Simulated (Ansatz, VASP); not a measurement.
## Rh in VASP and in Ansatz

The input INCAR:

```
PREC     = Accurate       # precision mode
ENCUT    = 600            # plane-wave cutoff, eV
EDIFF    = 1E-6           # SCF threshold, eV
ISMEAR   = 0              # smearing method
SIGMA    = 0.1            # smearing width, eV
LREAL    = False          # projectors in reciprocal space
LASPH    = True           # aspherical terms in the spheres
NELM     = 100            # most SCF steps
ALGO     = Fast           # electronic algorithm
ISIF     = 3              # what is computed and relaxed
LWAVE    = False          # write WAVECAR
LCHARG   = False          # write CHGCAR
GGA      = PS             # functional
IBRION   = 2              # ionic algorithm
NSW      = 100            # ionic steps
EDIFFG   = -0.002         # ionic threshold
```

KPOINTS

```
regular mesh
0
Gamma
  18 18 10
```

File POSCAR:

```
Rh
1.0
    2.6923490378      0.0000000000      0.0000000000
   -1.3461745189      2.3316426626      0.0000000000
    0.0000000000      0.0000000000      4.3966059788
Rh
2
Direct
    0.3333333333      0.6666666667      0.2500000000
    0.6666666667      0.3333333333      0.7500000000
```

Input for Ansatz:

```yaml
crystal:
  lattice:
    - [2.6923490378, 0.0, 0.0]
    - [-1.3461745189, 2.3316426626, 0.0]
    - [0.0, 0.0, 4.3966059788]
  atoms:
    - { symbol: Rh, position: [0.3333333333, 0.6666666667, 0.25] }
    - { symbol: Rh, position: [0.6666666667, 0.3333333333, 0.75] }
basis:
  ecutwfc: 420
kpoints:
  mp_grid: { grid: [18, 18, 10] }
hamiltonian:
  xc: pbesol
scf:
  occupations: { method: gaussian, width: 0.1 }
output:
  forces: true
  stress: true
  eigenvalues: true
relax:
  adjacent_minimum: "off"
  f_tol: 0.002
  max_steps: 80
  cell: { stress_tol: 0.02 }
```

This isn't the form of Rh at room conditions, which is fcc.

Alike in both runs: task relaxation of cell and atoms; functional PBEsol; k mesh 18 × 18 × 10; occupations gaussian, width 0.1 eV; no spin polarisation.

|  | VASP | Ansatz |
| --- | --- | --- |
| version | VASP 6.6.1 | Ansatz 0.2.0 |
| potentials or method | VASP PAW PBE potentials, release 64 (Rh_pv) | scalar-relativistic, plane waves, PAW |
| plane-wave cutoff (eV) | 600 | 420 |
| valence electrons in the cell | 30 | 34 |

|  | VASP | Ansatz | Ansatz less VASP |
| --- | --- | --- | --- |
| gap on the k mesh at the Fermi level, each at its own relaxed structure (eV) | none | none | - |
| relaxed volume (Å³/atom) | 13.54 | 13.55 | +0.008 |
| relaxed cell length with the largest relative difference (Å) | 2.688 | 2.689 | +0.0008 |
| energy change over the relaxation (meV/atom) | -6 | -6 | +0.3 |

A gap of «none» marks a metal or a gap that the smearing closes. The two sets of potentials don't hold the same shells in valence.

Caveats: the PAW data sets were made with another functional, which shifts forces and pressure a little (VASP).
